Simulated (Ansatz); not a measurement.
# InP (F-43m) in Ansatz: notebook, part 2 of 2

Ansatz 0.2.0. Earlier steps stand in the parts before.

## 3. Relaxation of cell and atoms, revPBE

input.yaml

```yaml
crystal:
  lattice:
    - [0.0, 2.9305, 2.9305]
    - [2.9305, 0.0, 2.9305]
    - [2.9305, 2.9305, 0.0]
  atoms:
    - { symbol: In, position: [0.0, 0.0, 0.0] }
    - { symbol: P, position: [0.75, 0.75, 0.75] }
hamiltonian:
  xc: revpbe
  pseudopotentials: { kind: paw }
kpoints:
  mp_grid: { grid: [8, 8, 8] }
scf:
  occupations: { method: fermi_dirac, width: 0.05 }
output:
  forces: true
  stress: true
relax:
  f_tol: 0.01
  max_steps: 40
  cell: { stress_tol: 0.05 }
```

Potentials or basis: Ansatz PAW.

Started as:

```console
> ansatz run input.yaml --threads 2 --pin off --max-ram 5120MiB --backend cpu --events-out ev --progress --plain --runs-dir out
```

It took 13 s on 2 threads of Intel Xeon at 2.50GHz (Skylake/Cascade Lake), shared host; peak memory 0.36 GiB.

The run converged. Its results:

```yaml
Free_energy: -6362.3598 eV
Relaxed_volume: 27.03 Å³/atom
Relaxed_cell: a = 4.244 Å, b = 4.244 Å, c = 4.244 Å, α = 60.00°, β = 60.00°, γ = 60.00°
Space_group_after_relaxing_to_0.05_Å: F-43m (No. 216)
Energy_gained_by_relaxing: 25.1 meV/atom
Ionic_steps: 4
Pressure_after_relaxing: 0.0 GPa
Band_gap_on_the_k_mesh: 0.42 eV
```

Step by step:
| step | energy change (eV) | largest force (eV/Å) | volume (Å³) |
| --- | --- | --- | --- |
| 1 | 0.0000 | 0.0000 | 50.33 |
| 2 | -0.0488 | 0.0000 | 54.38 |
| 3 | -0.0493 | 0.0000 | 54.07 |
| 4 | -0.0502 | 0.0000 | 54.07 |

Final structure:
```xyz
2
Lattice="0.0000 3.0013 3.0013 3.0013 0.0000 3.0013 3.0013 3.0013 0.0000" Properties=species:S:1:pos:R:3 pbc="T T T"
In    0.0000    0.0000    0.0000
P     4.5019    4.5019    4.5019
```

Caveat: the plane-wave basis is chosen anew once the cell has moved, so the energies of steps on either side of that aren't comparable; spin-orbit coupling is left out, which moves the levels of the heavy elements; the PAW data sets come from PBE, with cores solved anew for the run's functional, which leaves a small shift of forces and pressure.

## 4. Relaxation of cell and atoms, BLYP+D3(BJ)

input.yaml: that of step 3 with these lines changed.

```diff
@@ -9,4 +9,5 @@
 hamiltonian:
-  xc: revpbe
+  xc: blyp
   pseudopotentials: { kind: paw }
+  dispersion: d3bj
 kpoints:
```

Potentials or basis: Ansatz PAW.

Started as:

```console
> ansatz run input.yaml --threads 2 --pin off --max-ram 5120MiB --backend cpu --events-out ev --progress --plain --runs-dir out
```

Log:

```text
Warning: RAYON_NUM_THREADS=2 ignored (pool sized by the plan → 2); use --threads N
Engine: ansatz 0.2.0, x86_64-unknown-linux-gnu
Pseudopotentials: kind: paw
Pseudopotential: In, paw, valence charge 13, recommended cutoff 420 eV (normal), In.paw.azcp
Pseudopotential: P, paw, valence charge 5, recommended cutoff 420 eV (normal), P.paw.azcp
Functional definition: BLYP
  parameter beta = 0.0042
  parameter a = 0.04918
  parameter b = 0.132
  parameter c = 0.2533
  parameter d = 0.349
  exchange = b88_x(beta = beta)
  correlation = lyp_c(a = a, b = b, c = c, d = d)
Crystal: 2 atoms, lattice volume = 50.333 Å³
Basis set: ecut = 420 eV, 941 PW (Γ), exchange–correlation on 60×60×60 points (8 copies of the dense FFT grid, shifted against one another)
Bands: 13, of which v1, the nominal top of the filled ones, is band 9 counted from 1 (8 counted from 0)
Symmetry: 24 space group operations
Space group: F-43m (ITA 216), of the structure as read, at distance tolerance 3.7e-5 Å
k-points: 29 of 512 (time reversal used)
Non-local potential: In, projectors of the file, l = 0: 2, l = 1: 2, l = 2: 2, l = 3: 2
[... 59 lines left out ...]
Entropy (-TS):   -0.000043 eV (-0.022 meV/atom)
Fermi energy:    7.366152 eV
--- Per-component energies (eV) ---
  E_band       = -49.612924
  E_kinetic    = 314.514102
  E_local      = -1414.380887  (includes V_loc(G=0)·N_el)
  E_nonlocal   = 400.951135
  E_hartree    = 557.639905
  E_xc         = -273.343213
  E_vxc        = -156.101459  (∫ρ·V_xc dr)
  E_paw        = -4748.365718  (= ΣΔE_a)
  E_vpaw       = -309.875746  (= ΣTr[D̂ρ^β])
  E_aug_tail   = 0.000030  (compensation charges beyond the density's cutoff)
  E_ewald      = -1210.903815
  E_disp       = -1.392350  (pairwise vdW)
  E_core_change = -0.172721  (= ΣΔE_core)
  E_smearing   = -0.000043  (= −TS)
  E_closure    = -0.000000  (closes the sum)
  Σ components = -6375.453575   (vs F -6375.453575, Δ=0.00e0)
--- Forces (eV/Å), atoms counted from 1 ---
  atom   1  In    -0.00000000     0.00000000    -0.00000000
  atom   2  P      0.00000000     0.00000000    -0.00000000
  max |Σ_I F_I| component: 1.30e-16 eV/Å
--- Stress (GPa, compression-positive) ---
       -0.004669      -0.000000      -0.000000
        0.000000      -0.004669       0.000000
       -0.000000       0.000000      -0.004669
  P = ⅓ Tr σ = -0.0047 GPa (-0.047 kbar)
--- Relaxed structure (3 steps of the walk, 3 accepted, 1 SCFs on fresh bases) ---
  F+E_penalty+E_count = -6375.45357477 eV   max|allowed force component| = 4.163e-17 eV/Å   (the final SCF, on the basis selected at the relaxed cell)
  cell:  # Å, volume = 51.5658 Å³
    - [-1.7324264911845005e-33, 2.954227733018282, 2.954227733018282]
    - [2.954227733018282, 1.0190744065791178e-32, 2.954227733018282]
    - [2.954227733018282, 2.954227733018282, 8.865947337238324e-33]
  atoms:
    - { symbol: In, position: [1.7518536113315897e-33, -2.2132640583958696e-33, -1.6423199740463007e-33] }
    - { symbol: P, position: [0.7499999999999999, 0.7499999999999999, 0.7499999999999999] }
```

It took 12 s on 2 threads of Intel Xeon at 2.50GHz (Skylake/Cascade Lake), shared host; peak memory 0.36 GiB.

What came out:

```
Free energy                            : -6375.4536 eV
Relaxed volume                         : 25.78 Å³/atom
Relaxed cell                           : a = 4.178 Å, b = 4.178 Å, c = 4.178 Å, α = 60.00°, β = 60.00°, γ = 60.00°
Space group after relaxing (to 0.05 Å) : F-43m (No. 216)
Energy gained by relaxing              : 3.0 meV/atom
Ionic steps                            : 4
Pressure after relaxing                : 0.0 GPa
Band gap on the k mesh                 : 0.46 eV
```

The path:
| step | energy change (eV) | largest force (eV/Å) | volume (Å³) |
| --- | --- | --- | --- |
| 1 | 0.0000 | 0.0000 | 50.33 |
| 2 | -0.0056 | 0.0000 | 51.68 |
| 3 | -0.0057 | 0.0000 | 51.57 |
| 4 | -0.0059 | 0.0000 | 51.57 |

Final structure:
```yaml
crystal:
  lattice:
    - [0.00000, 2.95423, 2.95423]
    - [2.95423, 0.00000, 2.95423]
    - [2.95423, 2.95423, 0.00000]
  atoms:
    - { symbol: In, position: [0.00000, 0.00000, 0.00000] }
    - { symbol: P, position: [0.75000, 0.75000, 0.75000] }
```

Caveat: the plane-wave basis is chosen anew once the cell has moved, so the energies of steps on either side of that aren't comparable; spin-orbit coupling is left out, which moves the levels of the heavy elements; the PAW data sets come from PBE, with cores solved anew for the run's functional, which leaves a small shift of forces and pressure.

## 5. Relaxation of cell and atoms, r2SCAN+D4

input.yaml: that of step 4 with these lines changed.

```diff
@@ -9,5 +9,5 @@
 hamiltonian:
-  xc: blyp
+  xc: r2scan
   pseudopotentials: { kind: paw }
-  dispersion: d3bj
+  dispersion: d4
 kpoints:
@@ -19,2 +19,6 @@
   stress: true
+  write_density: true
+  write_potential: true
+  elf: true
+  volumetric_format: npy
 relax:
```

Started as:

```console
> ansatz run input.yaml --threads 2 --pin off --max-ram 5120MiB --backend cpu --events-out ev --progress --plain --runs-dir out
```

Wall time 29 s (2 threads of Intel Xeon at 2.50GHz (Skylake/Cascade Lake), shared host); peak memory 0.52 GiB.

It converged, with:

```
Free energy                            : -6371.9727 eV
Relaxed volume                         : 25.51 Å³/atom
Relaxed cell                           : a = 4.163 Å, b = 4.163 Å, c = 4.163 Å, α = 60.00°, β = 60.00°, γ = 60.00°
Space group after relaxing (to 0.05 Å) : F-43m (No. 216)
Energy gained by relaxing              : 1.0 meV/atom
Ionic steps                            : 4
Pressure after relaxing                : 0.0 GPa
Band gap on the k mesh                 : 1.09 eV, direct
```

The path:
| step | energy change (eV) | largest force (eV/Å) | volume (Å³) |
| --- | --- | --- | --- |
| 1 | 0.0000 | 0.0000 | 50.33 |
| 2 | -0.0019 | 0.0000 | 51.17 |
| 3 | -0.0020 | 0.0000 | 51.02 |
| 4 | -0.0021 | 0.0000 | 51.02 |

Final structure:
```
In P
1.0
     0.00000    2.94385    2.94385
     2.94385    0.00000    2.94385
     2.94385    2.94385    0.00000
In P
1 1
Direct
  0.00000 0.00000 0.00000
  0.75000 0.75000 0.75000
```

Levels at points of the mesh, in eV from the valence-band top:
```
             k point  band 5  band 6  band 7  band 8  band 9  band 10  band 11  band 12  band 13
  (0.00, 0.00, 0.00)  -14.52  -11.90    0.00    0.00    0.00     1.09     4.43     4.43     4.43
 (0.00, 0.00, -0.50)  -14.51  -10.15   -5.81   -0.99   -0.99     1.82     5.14     5.14     7.52
(0.00, -0.50, -0.50)  -14.48   -9.49   -5.82   -2.36   -2.36     2.03     2.54     9.79    10.19
```

Caveat: the plane-wave basis is chosen anew once the cell has moved, so the energies of steps on either side of that aren't comparable; spin-orbit coupling is left out, which moves the levels of the heavy elements; the PAW data sets come from PBE, with cores solved anew for the run's functional, which leaves a small shift of forces and pressure.

## 6. Summary

```tsv
level	cutoff (eV)	gap on the mesh (eV)	pressure (GPa)	relaxed volume (Å³/atom)
PBE+D4	420	0.63	0.0	25.56
revPBE	420	0.42	0.0	27.03
BLYP+D3(BJ)	420	0.46	0.0	25.78
r2SCAN+D4	500	1.09	0.0	25.51
```

Alike in all rows: task relaxation of cell and atoms; potentials or basis Ansatz PAW; no spin polarisation; cell relaxed; k mesh 8 × 8 × 8; smearing fermi-dirac 0.05 eV.

Caveats: the plane-wave basis is chosen anew once the cell has moved, so the energies of steps on either side of that aren't comparable; spin-orbit coupling is left out, which moves the levels of the heavy elements; the PAW data sets come from PBE, with cores solved anew for the run's functional, which leaves a small shift of forces and pressure (some runs).

Total energies depend on the potentials used, so only differences within one code and one set of settings carry meaning.
